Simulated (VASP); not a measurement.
# TaSi2 (P6_422) in VASP: settings compared, part 2 of 2

VASP 6.6.1.

## 3. Single point, PBEsol+U

Input file INCAR:

```
PREC = Accurate ; ENCUT = 520
EDIFF = 1E-6 ; ISMEAR = -1
SIGMA = 0.05 ; LREAL = F
LASPH = T ; NELM = 60
ALGO = Fast ; ISIF = 2
LWAVE = F ; LCHARG = T
LMAXMIX = 4 ; LDAU = T
LDAUTYPE = 2 ; LDAUL = 2 -1
LDAUU = 2 0 ; LDAUJ = 0 0
LDAUPRINT = 1 ; GGA = PS
LELF = T ; LVHAR = T
```

Input file KPOINTS:

```
regular mesh
0
Gamma
  5 5 3
```

Input file POSCAR:

```
TaSi2
1.0
    4.7839000000      0.0000000000      0.0000000000
   -2.3919500000      4.1429789292      0.0000000000
    0.0000000000      0.0000000000      6.5700000000
Ta Si
3 6
Direct
    0.0000000000      0.5000000000      0.3333333333
    0.5000000000      0.5000000000      0.6666666667
    0.5000000000      0.0000000000      0.0000000000
    0.3179400000      0.1589700000      0.3333333333
    0.1589700000      0.8410300000      0.6666666667
    0.8410300000      0.6820600000      0.0000000000
    0.6820600000      0.8410300000      0.3333333333
    0.8410300000      0.1589700000      0.6666666667
    0.1589700000      0.3179400000      0.0000000000
```

Potentials or basis: VASP PAW PBE potentials, release 64 (Ta_pv, Si).

Launch:

```sh
cat potpaw_PBE.64/Ta_pv/POTCAR potpaw_PBE.64/Si/POTCAR > POTCAR
mpirun -np 1 vasp_std > vasp.out
```

Wall time 90 s (1 thread of Intel Xeon Platinum 8488C (Sapphire Rapids), shared host); peak memory 0.25 GiB.

It converged, with:

* Free energy: -71.6234 eV
* Pressure: 0.8 GPa
* Largest force: 0.039 eV/Å
* Band gap on the k mesh: none (metal or under the smearing width)

Forces on the atoms (eV/Å):
```
Ta   0.000  0.000  0.000
Ta   0.000  0.000  0.000
Ta   0.000  0.000  0.000
Si  -0.034 -0.020  0.000
Si  -0.034  0.020  0.000
Si   0.000  0.039  0.000
Si   0.034  0.020  0.000
Si   0.034 -0.020  0.000
Si   0.000 -0.039  0.000
```

Stress tensor (GPa, compression positive):
```
1.15 0.00 0.00
0.00 1.15 0.00
0.00 0.00 0.22
```

Levels at points of the mesh, in eV from the Fermi level:
| k point | band 25 | band 26 | band 27 | band 28 | band 29 | band 30 | band 31 | band 32 | band 33 | band 34 |
| --- | --- | --- | --- | --- | --- | --- | --- | --- | --- | --- |
| (0.00, 0.00, 0.00) | -2.54 | -2.50 | -2.22 | -2.22 | -1.62 | 0.72 | 2.84 | 2.84 | 3.42 | 3.57 |

Eigenvalues of the final occupation matrices:
| site | spin | trace | eigenvalues |
| --- | --- | --- | --- |
| site 1 d | 1 | 1.25 | 0.23 0.24 0.24 0.25 0.29 |
| site 1 d | 2 | 1.25 | 0.23 0.24 0.24 0.25 0.29 |
| site 2 d | 1 | 1.25 | 0.23 0.24 0.24 0.25 0.29 |
| site 2 d | 2 | 1.25 | 0.23 0.24 0.24 0.25 0.29 |
| site 3 d | 1 | 1.25 | 0.23 0.24 0.25 0.25 0.29 |
| site 3 d | 2 | 1.25 | 0.23 0.24 0.25 0.25 0.29 |

Caveat: the PAW data sets were made with another functional, which shifts forces and pressure a little; U without spin polarisation on a metal has little footing; the U is typed as a test and isn't derived for this compound.

## 4. Single point, PBEsol+U

INCAR: that of step 3 with these lines changed.

```diff
@@ -8,3 +8,3 @@
 LDAUTYPE = 2 ; LDAUL = 2 -1
-LDAUU = 2 0 ; LDAUJ = 0 0
+LDAUU = 3 0 ; LDAUJ = 0 0
 LDAUPRINT = 1 ; GGA = PS
```

KPOINTS is that of step 3.

POSCAR is that of step 3.

Launch:

```sh
cat potpaw_PBE.64/Ta_pv/POTCAR potpaw_PBE.64/Si/POTCAR > POTCAR
mpirun -np 1 vasp_std > vasp.out
```

It took 88 s on 1 thread of Intel Xeon Platinum 8488C (Sapphire Rapids), shared host; peak memory 0.25 GiB.

The run converged. Its results:

| Item | Value |
| --- | --- |
| Free energy | -68.8281 eV |
| Pressure | 2.3 GPa |
| Largest force | 0.066 eV/Å |
| Band gap on the k mesh | none (metal or under the smearing width) |

Forces on the atoms (eV/Å):
```
Ta   0.000  0.000  0.000
Ta   0.000  0.000  0.000
Ta   0.000  0.000  0.000
Si  -0.057 -0.033  0.000
Si  -0.057  0.033  0.000
Si   0.000  0.066  0.000
Si   0.057  0.033  0.000
Si   0.057 -0.033  0.000
Si   0.000 -0.066  0.000
```

Stress tensor (GPa, compression positive):
```
2.60 0.00 0.00
0.00 2.60 0.00
0.00 0.00 1.59
```

Levels at points of the mesh, in eV from the Fermi level:
```csv
k point,band 26,band 27,band 28,band 29,band 30,band 31,band 32,band 33
"(0.00, 0.00, 0.00)",-2.54,-2.24,-2.24,-1.70,0.72,2.78,2.78,3.39
```

Eigenvalues of the final occupation matrices:
```tsv
site	spin	trace	eigenvalues
site 1 d	1	1.23	0.22 0.24 0.24 0.25 0.28
site 1 d	2	1.23	0.22 0.24 0.24 0.25 0.28
site 2 d	1	1.23	0.22 0.24 0.24 0.25 0.28
site 2 d	2	1.23	0.22 0.24 0.24 0.25 0.28
site 3 d	1	1.23	0.22 0.24 0.24 0.25 0.28
site 3 d	2	1.23	0.22 0.24 0.24 0.25 0.28
```

Caveat: the PAW data sets were made with another functional, which shifts forces and pressure a little; U without spin polarisation on a metal has little footing; the U is typed as a test and isn't derived for this compound.

## 5. Single point, PBEsol+U

INCAR: that of step 4 with these lines changed.

```diff
@@ -8,3 +8,3 @@
 LDAUTYPE = 2 ; LDAUL = 2 -1
-LDAUU = 3 0 ; LDAUJ = 0 0
+LDAUU = 4 0 ; LDAUJ = 0 0
 LDAUPRINT = 1 ; GGA = PS
```

KPOINTS is that of step 4.

POSCAR is that of step 4.

Launch:

```sh
cat potpaw_PBE.64/Ta_pv/POTCAR potpaw_PBE.64/Si/POTCAR > POTCAR
mpirun -np 1 vasp_std > vasp.out
```

Run time: 92 s. Hardware: 1 thread of Intel Xeon Platinum 8488C (Sapphire Rapids), shared host; peak memory 0.24 GiB.

It converged, with:

```yaml
Free_energy: -66.0659 eV
Pressure: 3.7 GPa
Largest_force: 0.092 eV/Å
Band_gap_on_the_k_mesh: none (metal or under the smearing width)
```

Forces in eV/Å, atoms in the order of the input:
```
Ta   0.000  0.000  0.000
Ta   0.000  0.000  0.000
Ta   0.000  0.000  0.000
Si  -0.080 -0.046  0.000
Si  -0.080  0.046  0.000
Si   0.000  0.092  0.000
Si   0.080  0.046  0.000
Si   0.080 -0.046  0.000
Si   0.000 -0.092  0.000
```

Stress tensor (GPa, compression positive):
```
4.08 0.00 0.00
0.00 4.08 0.00
0.00 0.00 3.00
```

Levels at points of the mesh, in eV from the Fermi level:
```tsv
k point	band 25	band 26	band 27	band 28	band 29	band 30	band 31	band 32	band 33	band 34
(0.00, 0.00, 0.00)	-2.59	-2.59	-2.26	-2.26	-1.78	0.71	2.71	2.71	3.37	3.57
```

Eigenvalues of the final occupation matrices:
```tsv
site	spin	trace	eigenvalues
site 1 d	1	1.21	0.22 0.23 0.24 0.24 0.28
site 1 d	2	1.21	0.22 0.23 0.24 0.24 0.28
site 2 d	1	1.21	0.22 0.23 0.24 0.24 0.28
site 2 d	2	1.21	0.22 0.23 0.24 0.24 0.28
site 3 d	1	1.21	0.22 0.23 0.24 0.24 0.28
site 3 d	2	1.21	0.22 0.23 0.24 0.24 0.28
```

Caveat: the PAW data sets were made with another functional, which shifts forces and pressure a little; U without spin polarisation on a metal has little footing; the U is typed as a test and isn't derived for this compound. The run has no spin-orbit coupling, so splittings on Ta are missing.

## 6. Single point, PBEsol+U

INCAR: that of step 5 with these lines changed.

```diff
@@ -8,3 +8,3 @@
 LDAUTYPE = 2 ; LDAUL = 2 -1
-LDAUU = 4 0 ; LDAUJ = 0 0
+LDAUU = 5 0 ; LDAUJ = 0 0
 LDAUPRINT = 1 ; GGA = PS
```

KPOINTS is that of step 5.

POSCAR is that of step 5.

Potentials or basis: VASP PAW PBE potentials, release 64 (Ta_pv, Si).

Launch:

```sh
cat potpaw_PBE.64/Ta_pv/POTCAR potpaw_PBE.64/Si/POTCAR > POTCAR
mpirun -np 1 vasp_std > vasp.out
```

OUTCAR:

```text
PREC = Accurate
   ENCUT = 520
   EDIFF = 1E-6
   ISMEAR = -1
   LREAL = F
   LASPH = T
   NELM = 60
   ISIF = 2
   GGA = PS

 ion  position               nearest neighbor table
   1  0.000  0.500  0.333-   6 2.61   9 2.61   8 2.61   5 2.61   4 2.73   7 2.73   4 2.73   7 2.73
                             7 2.83   4 2.83   3 3.24   3 3.24   2 3.24   2 3.24
   2  0.500  0.500  0.667-   6 2.61   9 2.61   7 2.61   4 2.61   5 2.73   8 2.73   5 2.73   8 2.73
                             8 2.83   5 2.83   3 3.24   3 3.24   1 3.24   1 3.24
   3  0.500  0.000  0.000-   4 2.61   7 2.61   5 2.61   8 2.61   9 2.73   6 2.73   9 2.73   6 2.73
[... 689 lines left out ...]
  external PRESSURE =      52.2096023 kB  Pullay stress =       0.0000000 kB

 VOLUME and BASIS-vectors are now :
 -----------------------------------------------------------------------------
  energy-cutoff  :      520.00
  volume of cell :      130.21
      direct lattice vectors                 reciprocal lattice vectors
     4.783900000  0.000000000  0.000000000     0.209034470  0.120686107  0.000000000
    -2.391950000  4.142978929  0.000000000     0.000000000  0.241372215  0.000000000
     0.000000000  0.000000000  6.570000000     0.000000000  0.000000000  0.152207002

 POSITION                                       TOTAL-FORCE (eV/Angst)
 -----------------------------------------------------------------------------------
     -1.19598      2.07149      2.19000         0.000000      0.000000     -0.000000
      1.19598      2.07149      4.38000         0.000000      0.000000      0.000000
      2.39195      0.00000      0.00000         0.000000      0.000000      0.000000
      1.14074      0.65861      2.19000        -0.103322     -0.059653      0.000000
     -1.25121      3.48437      4.38000        -0.103322      0.059653      0.000000
      2.39195      2.82576      0.00000         0.000000      0.119306      0.000000
      1.25121      3.48437      2.19000         0.103322      0.059653      0.000000
      3.64316      0.65861      4.38000         0.103322     -0.059653     -0.000000
     -0.00000      1.31722      0.00000        -0.000000     -0.119306      0.000000
 -----------------------------------------------------------------------------------
    total drift:                               -0.000000      0.000000      0.000000

  FREE ENERGIE OF THE ION-ELECTRON SYSTEM (eV)
  ---------------------------------------------------
  free  energy   TOTEN  =       -63.3380277351 eV

  energy  without entropy=      -63.3110245440  energy(sigma->0) =      -63.32452614
```

It took 1.7 min on 1 thread of Intel Xeon Platinum 8488C (Sapphire Rapids), shared host; peak memory 0.24 GiB.

What came out:

* Free energy: -63.3380 eV
* Pressure: 5.2 GPa
* Largest force: 0.119 eV/Å
* Band gap on the k mesh: none (metal or under the smearing width)

Forces in eV/Å, atoms in the order of the input:
```
Ta   0.000  0.000  0.000
Ta   0.000  0.000  0.000
Ta   0.000  0.000  0.000
Si  -0.103 -0.060  0.000
Si  -0.103  0.060  0.000
Si   0.000  0.119  0.000
Si   0.103  0.060  0.000
Si   0.103 -0.060  0.000
Si   0.000 -0.119  0.000
```

Stress tensor (GPa, compression positive):
```
5.61 0.00 0.00
0.00 5.61 0.00
0.00 0.00 4.45
```

Levels at points of the mesh, in eV from the Fermi level:
```csv
k point,band 25,band 26,band 27,band 28,band 29,band 30,band 31,band 32,band 33,band 34
"(0.00, 0.00, 0.00)",-2.62,-2.62,-2.28,-2.28,-1.86,0.71,2.64,2.64,3.34,3.57
```

Eigenvalues of the final occupation matrices:
```tsv
site	spin	trace	eigenvalues
site 1 d	1	1.19	0.21 0.23 0.23 0.24 0.28
site 1 d	2	1.19	0.21 0.23 0.23 0.24 0.28
site 2 d	1	1.19	0.21 0.23 0.23 0.24 0.28
site 2 d	2	1.19	0.21 0.23 0.23 0.24 0.28
site 3 d	1	1.19	0.21 0.23 0.23 0.24 0.28
site 3 d	2	1.19	0.21 0.23 0.23 0.24 0.28
```

Caveat: the PAW data sets were made with another functional, which shifts forces and pressure a little; U without spin polarisation on a metal has little footing; the U is typed as a test and isn't derived for this compound. The run has no spin-orbit coupling, so splittings on Ta are missing.

## 7. The runs side by side

```tsv
level	U	gap on the mesh (eV)	pressure (GPa)	largest force (eV/Å)
PBEsol	-	none	-1.9	0.01
PBEsol+U	Ta d U = 2 eV	none	0.8	0.04
PBEsol+U	Ta d U = 3 eV	none	2.3	0.07
PBEsol+U	Ta d U = 4 eV	none	3.7	0.09
PBEsol+U	Ta d U = 5 eV	none	5.2	0.12
```

Alike in all rows: task single point; potentials or basis VASP PAW PBE potentials, release 64 (Ta_pv, Si); no spin polarisation; cell as given; k mesh 5 × 5 × 3; cutoff (eV) 520; smearing fermi-dirac 0.05 eV.

Every run on the cell as given and a fine mesh finds a metal. The pressure there spans -1.9 GPa (PBEsol) to 5.2 GPa (PBEsol+U); a positive pressure means that this level wants a larger cell, a negative one a smaller.

Caveats: the PAW data sets were made with another functional, which shifts forces and pressure a little; U without spin polarisation on a metal has little footing (some runs); the U is typed as a test and isn't derived for this compound (some runs).

Total energies depend on the potentials used, so only differences within one code and one set of settings carry meaning.
